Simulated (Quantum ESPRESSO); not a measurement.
TePt:

```
Pt Te
1.0
     4.26288    0.00000    0.00000
    -2.13144    3.69176    0.00000
     0.00000    0.00000    5.66177
Pt Te
2 2
Direct
  0.00000 0.00000 0.00000
  0.00000 0.00000 0.50000
  0.33333 0.66667 0.25000
  0.66667 0.33333 0.75000
```

Measurements of this composition are mostly on another form, of space group No. 166.

Base run:

```yaml
Program: Quantum ESPRESSO 7.5
Functional: PBEsol
Potentials_or_basis: GBRV 1.5 PBEsol
Cutoff: 612 eV
Density_cutoff: 4898 eV
k_mesh: 7 × 7 × 5
Occupations: fermi-dirac, width 0.05 eV
Spin: no spin polarisation
```

Its results: band gap on the k mesh none (metal or under the smearing width); pressure -4.2 GPa.

The run is repeated on the same cell with these changes: functional from PBEsol to LDA; potentials or basis from GBRV 1.5 PBEsol to GBRV 1.5 LDA. What comes out?

Band gap on the k mesh none (metal or under the smearing width); pressure -6.5 GPa.

Caveats: spin-orbit coupling is left out, which moves the levels of the heavy elements (some runs).
